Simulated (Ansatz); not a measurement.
# CdS (F-43m): the host for defect calculations

Aim: the runs on the perfect crystal CdS (F-43m) that a defect calculation needs first.

Method: plane-wave PAW DFT, r2SCAN; relaxation of the host's cell and atoms; PAW set soft_1, in the first sound run; inputs show where later runs differ, in Ansatz 0.2.0.

## Step 1: Starting point

Symmetry: F-43m, No. 216, cubic system. Conventional cell: a = 5.886 Å, b = 5.886 Å, c = 5.886 Å, α = 90.00°, β = 90.00°, γ = 90.00°. Cd has 4 S at 2.55 Å nearest. S has 4 Cd at 2.55 Å nearest. Farther neighbours and most contacts between anions are not listed.

## Step 2: Host cell relaxation

Cell and atoms are relaxed together, until forces and stress fall under their thresholds.

cell/input.yaml reads:

```yaml
crystal:
  lattice:
    - [0.0, 2.9429535, 2.9429535]
    - [2.9429535, 0.0, 2.9429535]
    - [2.9429535, 2.9429535, 0.0]
  atoms:
    - { symbol: Cd, position: [0.0, 0.0, 0.0] }
    - { symbol: S, position: [0.75, 0.75, 0.75] }
basis:
  ecutwfc: 500
  xc_grid: 2
hamiltonian:
  xc: r2scan
  pseudopotentials: { kind: paw, azcp: { folder: soft_1 } }
kpoints:
  mp_grid: { grid: [8, 8, 8] }
scf:
  occupations: { method: fixed }
  max_iter: 100
relax:
  f_tol: 0.005
  max_steps: 60
  cell: {}
output:
  forces: true
  stress: true
checkpoint:
  write: "../cell.run"
  compress: false
  write_wavefunctions: false
  write_every: 100000
```

Command:

```bash
> ansatz run input.yaml --threads 32 --pin off --max-ram 56524MiB --backend cuda --events-out ev --progress --plain --runs-dir out --max-vram 78GiB
```

Numbers of over 12 decimals in the logs are rounded to 6 here.

The log of the run:

```text
Engine: ansatz 0.2.0, aarch64-unknown-linux-gnu
[...]
Pseudopotential: Cd, paw, valence charge 20, recommended cutoff 500 eV (meta_gga), soft_1/Cd.paw.azcp
Pseudopotential: S, paw, valence charge 6, recommended cutoff 500 eV (meta_gga), soft_1/S.paw.azcp
Functional definition: r2SCAN
[...]
Crystal: 2 atoms, lattice volume = 50.978 Å³
Basis set: ecut = 500 eV, 1291 PW (Γ), exchange–correlation on 64×64×64 points (8 copies of the dense FFT grid, shifted against one another)
Bands: 17, of which v1, the nominal top of the filled ones, is band 13 counted from 1 (12 counted from 0)
[...]
Space group: F-43m (ITA 216), of the structure as read, at distance tolerance 3.7e-5 Å
k-points: 29 of 512 (time reversal used)
[...]
Functional: x = r2scan, c = r2scan; τ floored in thin density (d = 2e-4 eV/Å³)
[...]
SCF 3 converged in 5 iterations: F = -9175.669872 eV  dr2 = 5.36e-12
relax step   3: F+E_penalty+E_count = -9175.66987218 eV  Δ(F+E_penalty+E_count) = +5.531e-5 eV  max|allowed force component| = 7.055e-17 eV/Å  Δτ_max = 0.0000 Å  P = +0.011 GPa  Ω = 50.790 Å³  stress  [...]
basis re-selected at this cell: Δ(F+E_penalty+E_count) = +5.531e-5 eV, ΔP = -0.000 GPa vs the last step (what re-selecting the basis moved, of the pressure what is left beyond the Pulay correction tha [...]
SCF converged after 5 iterations
Free energy (F): -9175.669872 eV
[...]
Fermi energy:    6.318766 eV
--- Per-component energies (eV) ---
[...]
--- Forces (eV/Å), atoms counted from 1 ---
[...]
--- Stress (GPa, compression-positive) ---
        0.011039       0.000000       0.000000
        0.000000       0.011039       0.000000
        0.000000       0.000000       0.011039
  P = ⅓ Tr σ = 0.0110 GPa (0.110 kbar)
--- Band table (eV; the first three rows and the last of 29) ---
[...]
--- Relaxed structure (2 steps of the walk, 2 accepted, 1 SCFs on fresh bases) ---
[...]
```

It took 1.5 s on 1 × NVIDIA GB200 with 32 threads of Arm Neoverse V2, shared host; peak memory 1.1 GiB.

The steps of the relaxation:

| step | energy less that of the first step (eV) | largest force component (eV/Å) | pressure (GPa) | volume (Å³) |
| --- | --- | --- | --- | --- |
| 1 | 0.0000 | 0.0000 | -0.21 | 50.98 |
| 2 | -0.0002 | 0.0000 | 0.01 | 50.79 |
| 3* | -0.0001 | 0.0000 | 0.01 | 50.79 |

Relaxation steps marked * repeat the geometry before them on a plane-wave basis chosen anew for their cell, so energy and pressure can jump there.

| conventional cell, symmetrised | before | after | change |
| --- | --- | --- | --- |
| a (Å) | 5.886 | 5.879 | -0.1 % |
| b (Å) | 5.886 | 5.879 | -0.1 % |
| c (Å) | 5.886 | 5.879 | -0.1 % |
| volume (Å³/atom) | 25.49 | 25.40 | -0.4 % |

The relaxed structure:

```
Cd S
1.0
     0.00000    2.93934    2.93934
     2.93934    0.00000    2.93934
     2.93934    2.93934    0.00000
Cd S
1 1
Direct
  0.00000 0.00000 0.00000
  0.75000 0.75000 0.75000
```

This step gave:

```yaml
pressure: 0.01104 GPa
```

The cell shrank by 0.4 % in volume.

## Step 3: Dielectric tensors of the host

The response to a uniform electric field gives the electronic dielectric tensor.

This step: plane-wave PAW DFPT, PBEsol; dielectric tensors, Born charges and zone-centre modes of the host; PAW set soft_1 (Ansatz 0.2.0).

eps/input.yaml reads:

```yaml
crystal:
  lattice:
    - [0.0, 2.9393432256, 2.9393432256]
    - [2.9393432256, 0.0, 2.9393432256]
    - [2.9393432256, 2.9393432256, 0.0]
  atoms:
    - { symbol: Cd, position: [0.0, 0.0, 0.0] }
    - { symbol: S, position: [0.75, 0.75, 0.75] }
basis:
  ecutwfc: 420
hamiltonian:
  xc: pbesol
  pseudopotentials: { kind: paw, azcp: { folder: soft_1 }, xc_functional: pbe }
kpoints:
  mp_grid: { grid: [7, 7, 7] }
scf:
  occupations: { method: fixed }
  max_iter: 100
phonons:
  method: dfpt
  dielectric: true
  rigid_motions: translations
```

The log of the run:

```text
[...]
Crystal: 2 atoms, lattice volume = 50.790 Å³
Basis set: ecut = 420 eV, 965 PW (Γ), exchange–correlation on 60×60×60 points (8 copies of the dense FFT grid, shifted against one another)
Bands: 17, of which v1, the nominal top of the filled ones, is band 13 counted from 1 (12 counted from 0)
[...]
k-points: 64 of 343 (irreducible under 4 space group operations, time reversal used)
[...]
SCF iter   1: F=—  HF=-9070.336791 eV  |F-HF|=—  |Δ(HF+E_count)|=         —  Δρ=2.53e-2  dr2=2.47e-1  ethr=3.10e-3  ⟨swp⟩=5.2  Hψ=4870  notcnv=0  defer=122
[...]
k-points: 110
[...]
SCF iter   2: F=—  HF=-9070.279487 eV  |F-HF|=—  |Δ(HF+E_count)|=   4.79e-7  Δρ=7.78e-5  dr2=6.83e-7  ethr=1.76e-8
SCF iter   3: F=-9070.279488 eV  HF=-9070.279488 eV  |F-HF|=8.35e-8  |Δ(HF+E_count)|=   6.63e-7  Δρ=2.58e-5  dr2=7.30e-8  ethr=2.63e-9
SCF 1 converged in 3 iterations: F = -9070.279488 eV  dr2 = 7.30e-8
[...]
WARN: field response: ε∞ stands inside a basis, on 10×10×10 points; the force constants stand on the 7×7×7 k-mesh, whose period is 10.56 times the interband length at k = (0.0000, 0.0000, 0.0000), dir [...]
SCF converged after 9 iterations
Free energy (F): -9070.281353 eV
[...]
Fermi energy:    6.476774 eV
[...]
--- Band table (eV; the first three rows and the last of 64) ---
[...]
--- Phonons (Γ-DFPT): 2 representative perturbations + reference, on 64 of 343 k-points (Σ response iterations 12) ---
  k mesh reduced under 4 symmetry operations, with k and −k counted as one. Each operation leaves every solved perturbation unchanged. A smaller set is not considered because the run solves the response to a homogeneous field
  ASR residual: 1.765e-5 → 0.000e0 eV/Å²; symmetrization residual: 1.450e-6 eV/Å²
  ASR residual per site (eV/Å²): 1.76e-5 3.76e-6
  Γ frequencies (cm⁻¹): 0.00 0.00 0.00 220.95 220.95 220.95
  ε∞ (high-frequency dielectric tensor):
        6.489538     0.000000     0.000000
        0.000000     6.489538     0.000000
        0.000000     0.000000     6.489538
  ε⁰ (static dielectric tensor: ions relaxed, cell fixed):
       10.340995     0.000000     0.000000
        0.000000    10.340995    -0.000000
        0.000000    -0.000000    10.340995
  ε⁰ − ε∞ (ionic part):
        3.851457     0.000000    -0.000000
        0.000000     3.851457    -0.000000
       -0.000000    -0.000000     3.851457
  softest optical mode at Γ: 220.95 cm⁻¹; the repairs (sum rule, projections) moved no ω² at Γ by more than (0.34 cm⁻¹)²
  Born effective charges Z* (e; rows j = field, columns β = displacement):
    site 0:
         2.20032    0.00000   -0.00000
         0.00000    2.20032    0.00000
        -0.00000    0.00000    2.20032
    site 1:
        -2.20032   -0.00000    0.00000
        -0.00000   -2.20032   -0.00000
         0.00000   -0.00000   -2.20032
  Z* charge neutrality: 5.302e-4 e pre-enforcement
  solved inside a basis spanned on kpoints, on 10×10×10 k-points transformed towards the longest dipole: ε∞ is read to err by 1.7e-2, Z* by 2.1e-2 e (field_mesh: kpoints solves on kpoints); Z* is corrected for what the basis lacks
  optical modes at Γ without the LO–TO term, one row a degenerate level:
      ω (cm⁻¹)  modes    IR ((D/Å)²/amu)
        220.95      3            13.4327
  optical modes at Γ + LO–TO along q̂ = [1.0000, 0.0000, 0.0000]:
      ω (cm⁻¹)  modes    IR ((D/Å)²/amu)
        220.95      2             8.9551
        278.91      1             4.4776
  optical modes at Γ + LO–TO along q̂ = [0.0000, 1.0000, 0.0000]:
      ω (cm⁻¹)  modes    IR ((D/Å)²/amu)
        220.95      2             8.9551
        278.91      1             4.4776
  optical modes at Γ + LO–TO along q̂ = [0.0000, 0.0000, 1.0000]:
      ω (cm⁻¹)  modes    IR ((D/Å)²/amu)
        220.95      2             8.9551
        278.91      1             4.4776
[...]
```

Elapsed: 6 s, on 1 × NVIDIA GB200 with 32 threads; peak memory 1.5 GiB.

Electronic dielectric tensor:

```
6.49 0.00 0.00
0.00 6.49 0.00
0.00 0.00 6.49
```

Static dielectric tensor:

```
10.34  0.00  0.00
 0.00 10.34  0.00
 0.00  0.00 10.34
```

The electronic dielectric tensor is isotropic, 6.49. The static dielectric tensor is isotropic, 10.34.

## Step 4: Primitive cell on a dense mesh

A dense mesh gives the host's converged energy, against which the supercell's sampling is tested.

This step: plane-wave PAW DFT, r2SCAN; single point of the host's primitive cell on a dense mesh; PAW set soft_1 (Ansatz 0.2.0).

dense/input.yaml reads:

```yaml
crystal:
  lattice:
    - [0.0, 2.9393432256, 2.9393432256]
    - [2.9393432256, 0.0, 2.9393432256]
    - [2.9393432256, 2.9393432256, 0.0]
  atoms:
    - { symbol: Cd, position: [0.0, 0.0, 0.0] }
    - { symbol: S, position: [0.75, 0.75, 0.75] }
basis:
  ecutwfc: 500
  xc_grid: 2
hamiltonian:
  xc: r2scan
  pseudopotentials: { kind: paw, azcp: { folder: soft_1 } }
kpoints:
  mp_grid: { grid: [8, 8, 8] }
scf:
  occupations: { method: fermi_dirac, width: 0.01 }
  max_iter: 80
```

The log of the run:

```text
[...]
Crystal: 2 atoms, lattice volume = 50.790 Å³
Basis set: ecut = 500 eV, 1243 PW (Γ), exchange–correlation on 64×64×64 points (8 copies of the dense FFT grid, shifted against one another)
Bands: 17, of which v1, the nominal top of the filled ones, is band 13 counted from 1 (12 counted from 0)
[...]
k-points: 29 of 512 (time reversal used)
[...]
SCF iter   2: F=—  HF=-9175.648095 eV  |F-HF|=—  |Δ(HF+E_count)|=   1.11e-2  Δρ=1.31e-2  dr2=4.13e-2  dr2_τ=8.58e-3  ethr=1.50e-3  ⟨swp⟩=2.3  Hψ=866  notcnv=0
[...]
SCF iter   6: F=—  HF=-9175.669872 eV  |F-HF|=—  |Δ(HF+E_count)|=   4.45e-4  Δρ=4.10e-5  dr2=6.56e-7  dr2_τ=3.45e-8  ethr=4.08e-8  ⟨swp⟩=2.0  Hψ=754  notcnv=0
SCF iter   7: F=-9175.669872 eV  HF=-9175.669872 eV  |F-HF|=2.18e-9  |Δ(HF+E_count)|=   3.74e-7  Δρ=5.87e-6  dr2=1.42e-8  dr2_τ=5.95e-10  ethr=3.85e-10  ⟨swp⟩=3.0  Hψ=1245  notcnv=0
SCF 1 converged in 7 iterations: F = -9175.669872 eV  dr2 = 1.42e-8
[...]
SCF converged after 7 iterations
Free energy (F): -9175.669872 eV
[...]
Fermi energy:    7.093346 eV
[...]
```

Elapsed: 1.6 s, on 1 × NVIDIA GB200 with 32 threads; peak memory 1.1 GiB; 2.1 s of CPU time.

## Step 5: Self-consistent run

This step: plane-wave PAW DFT, r2SCAN; single point of the defect-free supercell, a test of its k-points; PAW set soft_1 (Ansatz 0.2.0).

System of this step: CdS (F-43m). The cell holds 54 atoms: 27 Cd and 27 S. Cell: a = 12.471 Å, b = 12.471 Å, c = 12.471 Å, α = 60.0°, β = 60.0°, γ = 60.0°.

pristine.sampling/input.yaml reads:

```yaml
crystal:
  lattice:
    - [0.0, 8.8180296768, 8.8180296768]
    - [8.8180296768, 0.0, 8.8180296768]
    - [8.8180296768, 8.8180296768, 0.0]
  atoms:
    - { symbol: Cd, position: [0.0, 0.0, 0.0] }
    - { symbol: S, position: [0.25, 0.25, 0.25] }
    - { symbol: Cd, position: [0.0, 0.0, 0.3333333333] }
    - { symbol: S, position: [0.25, 0.25, 0.5833333333] }
    - { symbol: Cd, position: [0.0, 0.0, 0.6666666667] }
    - { symbol: S, position: [0.25, 0.25, 0.9166666667] }
    - { symbol: Cd, position: [0.0, 0.3333333333, 0.0] }
    - { symbol: S, position: [0.25, 0.5833333333, 0.25] }
    - { symbol: Cd, position: [0.0, 0.3333333333, 0.3333333333] }
    - { symbol: S, position: [0.25, 0.5833333333, 0.5833333333] }
    - { symbol: Cd, position: [0.0, 0.3333333333, 0.6666666667] }
    - { symbol: S, position: [0.25, 0.5833333333, 0.9166666667] }
    - { symbol: Cd, position: [0.0, 0.6666666667, 0.0] }
    - { symbol: S, position: [0.25, 0.9166666667, 0.25] }
    - { symbol: Cd, position: [0.0, 0.6666666667, 0.3333333333] }
    - { symbol: S, position: [0.25, 0.9166666667, 0.5833333333] }
    - { symbol: Cd, position: [0.0, 0.6666666667, 0.6666666667] }
    - { symbol: S, position: [0.25, 0.9166666667, 0.9166666667] }
    - { symbol: Cd, position: [0.3333333333, 0.0, 0.0] }
    - { symbol: S, position: [0.5833333333, 0.25, 0.25] }
    - { symbol: Cd, position: [0.3333333333, 0.0, 0.3333333333] }
    - { symbol: S, position: [0.5833333333, 0.25, 0.5833333333] }
    - { symbol: Cd, position: [0.3333333333, 0.0, 0.6666666667] }
    - { symbol: S, position: [0.5833333333, 0.25, 0.9166666667] }
    - { symbol: Cd, position: [0.3333333333, 0.3333333333, 0.0] }
    - { symbol: S, position: [0.5833333333, 0.5833333333, 0.25] }
    - { symbol: Cd, position: [0.3333333333, 0.3333333333, 0.3333333333] }
    - { symbol: S, position: [0.5833333333, 0.5833333333, 0.5833333333] }
    - { symbol: Cd, position: [0.3333333333, 0.3333333333, 0.6666666667] }
    - { symbol: S, position: [0.5833333333, 0.5833333333, 0.9166666667] }
    - { symbol: Cd, position: [0.3333333333, 0.6666666667, 0.0] }
    - { symbol: S, position: [0.5833333333, 0.9166666667, 0.25] }
    - { symbol: Cd, position: [0.3333333333, 0.6666666667, 0.3333333333] }
    - { symbol: S, position: [0.5833333333, 0.9166666667, 0.5833333333] }
    - { symbol: Cd, position: [0.3333333333, 0.6666666667, 0.6666666667] }
    - { symbol: S, position: [0.5833333333, 0.9166666667, 0.9166666667] }
    - { symbol: Cd, position: [0.6666666667, 0.0, 0.0] }
    - { symbol: S, position: [0.9166666667, 0.25, 0.25] }
    - { symbol: Cd, position: [0.6666666667, 0.0, 0.3333333333] }
    - { symbol: S, position: [0.9166666667, 0.25, 0.5833333333] }
    - { symbol: Cd, position: [0.6666666667, 0.0, 0.6666666667] }
    - { symbol: S, position: [0.9166666667, 0.25, 0.9166666667] }
    - { symbol: Cd, position: [0.6666666667, 0.3333333333, 0.0] }
    - { symbol: S, position: [0.9166666667, 0.5833333333, 0.25] }
    - { symbol: Cd, position: [0.6666666667, 0.3333333333, 0.3333333333] }
    - { symbol: S, position: [0.9166666667, 0.5833333333, 0.5833333333] }
    - { symbol: Cd, position: [0.6666666667, 0.3333333333, 0.6666666667] }
    - { symbol: S, position: [0.9166666667, 0.5833333333, 0.9166666667] }
    - { symbol: Cd, position: [0.6666666667, 0.6666666667, 0.0] }
    - { symbol: S, position: [0.9166666667, 0.9166666667, 0.25] }
    - { symbol: Cd, position: [0.6666666667, 0.6666666667, 0.3333333333] }
    - { symbol: S, position: [0.9166666667, 0.9166666667, 0.5833333333] }
    - { symbol: Cd, position: [0.6666666667, 0.6666666667, 0.6666666667] }
    - { symbol: S, position: [0.9166666667, 0.9166666667, 0.9166666667] }
basis:
  ecutwfc: 500
  xc_grid: 2
hamiltonian:
  xc: r2scan
  pseudopotentials: { kind: paw, azcp: { folder: soft_1 } }
kpoints:
  mp_grid: { grid: [1, 1, 1], shift: [0.25, 0.25, 0.25] }
scf:
  occupations: { method: fermi_dirac, width: 0.01 }
  max_iter: 80
```

The log of the run:

```text
[...]
Crystal: 54 atoms, lattice volume = 1371.338 Å³
Basis set: ecut = 500 eV, 34717 PW (Γ), exchange–correlation on 192×192×192 points (8 copies of the dense FFT grid, shifted against one another)
Bands: 405, of which v1, the nominal top of the filled ones, is band 351 counted from 1 (350 counted from 0)
[...]
k-points: 1
[...]
SCF iter   2: F=—  HF=-247740.683944 eV  |F-HF|=—  |Δ(HF+E_count)|=   4.90e-1  Δρ=1.62e-2  dr2=2.99e0  dr2_τ=2.50e-1  ethr=1.60e-3  ⟨swp⟩=4.0  Hψ=813  notcnv=0
[...]
SCF iter   7: F=—  HF=-247741.319219 eV  |F-HF|=—  |Δ(HF+E_count)|=   1.03e-2  Δρ=1.05e-5  dr2=1.60e-6  dr2_τ=4.03e-8  ethr=5.42e-9  ⟨swp⟩=3.0  Hψ=603  notcnv=0  defer=45
SCF iter   8: F=-247741.319220 eV  HF=-247741.319220 eV  |F-HF|=2.71e-8  |Δ(HF+E_count)|=   1.39e-6  Δρ=2.22e-6  dr2=7.68e-8  dr2_τ=3.33e-9  ethr=1.42e-10  ⟨swp⟩=3.0  Hψ=969  notcnv=0
SCF 1 converged in 8 iterations: F = -247741.319220 eV  dr2 = 7.68e-8
[...]
SCF converged after 8 iterations
Free energy (F): -247741.319220 eV
[...]
Fermi energy:    7.308614 eV
[...]
```

The job ended after 1.7 s (1 × NVIDIA GB200 with 32 threads; peak memory 1.5 GiB).

Numbers from this step:

| Property | Result |
| --- | --- |
| energy over dense mesh | 0.03273 eV/atom |

## Step 6: Summary of results

| Item | Value |
| --- | --- |
| primitive cell vectors, lengths | 4.157, 4.157, 4.157 Å |
| electronic dielectric constant | 6.49 |
| static dielectric constant | 10.34 |
| gap on the k-mesh of the response run (PBEsol) | 0.95 eV |
| energy an atom at one point at (¼, ¼, ¼) less that on the dense mesh | 0.033 eV |

What this shows: The k-mesh can miss the band edges, so this gap is an upper bound at this level. All at zero temperature.

[Logs are printed without paths, hosts, clocks, repeated set-up lines and the standing remarks that a program may print on its own settings, such as how far it seeks lower states.]

[Hosts, paths, dates, database ids (printed as entryN), source tags and the programs' standing remarks are cut or masked in the printed files.]

[Runs of the host that timed out are not shown.]

[For some hosts the program warned that the k-mesh of the response run may be too coarse for force constants and the static dielectric constant; such warnings are not always shown.]
